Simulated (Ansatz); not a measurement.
**K: reading a single point**

```
K
1.0
    -2.54462    2.54462    2.54462
     2.54462   -2.54462    2.54462
     2.54462    2.54462   -2.54462
K
1
Direct
  0.00000 0.00000 0.00000
```

Single point in Ansatz 0.2.0 with PBE, no spin polarisation. Cutoff 420 eV, PAW datasets, 9×9×9 Γ-centred k mesh, fermi-dirac filling (width 0.0685 eV).

Q: What does the stress say?

A: The pressure is 0.5 GPa (compression positive), so with the atoms held at these fractions the cell is close to zero pressure.

Q: Metal or insulator?

A: It is a metal, with about 0.77 states/eV a cell as the mean within 0.25 eV of the Fermi level, mostly K s (89 %).

Q: Describe some of the short contacts.

A: K–K at 4.41 Å: least valence density 0.02 e/Å³ and ELF 0.18 there, so no covalent bond. Both are smooth PAW fields, read partly inside the augmentation spheres.

Origin: a known structure type with other elements, at an estimated volume, so it need not be a known compound.
